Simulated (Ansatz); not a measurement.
MnAs: experiment and calculation

**What was measured.**

“Local Symmetry Deviation from the Average Structure of MnAs Revealed by Pair Distribution Function”, 2024, pmc:11337163 reports, for a powder of MnAs at 298 K: lattice constant a 3.72132 ± 0.00003 Å.

“Tunable Second-Order Structural Transition in As-Deficient MnAs”, 2024, arxiv:2408.07781 reports, for a bulk crystal of MnAs at 297 K: lattice constant c 5.7044 ± 0.0004 Å.

How close the calculation comes is told below.

Computed with Ansatz, DFT r2SCAN, scalar-relativistic, plane waves, PAW.

Plane waves to 500 eV, a k mesh through Γ of 12×12×8 on the computed 4-atom cell and Gaussian smearing (0.10 eV); collinear spin from starting moments 4.11 4.11 -0.19 -0.19 μB.

Relaxed structure, symmetry kept:

```xyz
4
Lattice="3.7479 0.0000 0.0000 -1.8739 3.2458 0.0000 0.0000 0.0000 5.7149" Properties=species:S:1:pos:R:3 pbc="T T T"
Mn    0.0000    0.0000    0.0000
Mn    0.0000    0.0000    2.8574
As    0.0000    2.1638    1.4287
As    1.8739    1.0819    4.2862
```

```
Space group                                                       : P6_3/mmc (No. 194)
Volume per atom                                                   : 17.38 Å³
Formation energy from the elements' standard states (uncorrected) : -0.500 eV/atom
Generalised Kohn–Sham band gap                                    : none (metal)
Density of states at the Fermi level                              : 1.57 states/eV per cell
Löwdin character within 0.5 eV of the Fermi level                 : Mn 3d 52 %, As 4p 37 %, unprojected 6 %
Bader charges (e)                                                 : Mn (2 in the cell) 0.89, As (2 in the cell) -0.89
Total moment                                                      : 7.33 μB per cell
Site moments (μB; atoms counted from 1 over the whole cell)       : Mn (atom 1) 3.74, Mn (atom 2) 3.74, As (atom 3) -0.17, As (atom 4) -0.17
```

The state reached may not be the lowest one. Only parallel moments were tried here.

Only this magnetic start was tried.

Measured lattice constant a of MnAs: 3.72132 Å (298 K; powder; the paper above). This calculation gives 3.748 Å (+0.7 %). 3 values of this kind are on record in papers (3.7172 to 3.72132 Å); this one was drawn at random among those near their median, those with a stated uncertainty first. Measured lattice constant c of MnAs: 5.7044 Å (297 K; the paper above). This calculation gives 5.715 Å (+0.2 %). 3 values of this kind are on record in papers (5.7044 to 5.70548 Å); this one was drawn at random among those near their median, those with a stated uncertainty first. The calculation is for 0 K without zero-point motion.

Cost: 1 run of about 5.4 core-minutes, on Arm Neoverse N1 (shared hosts).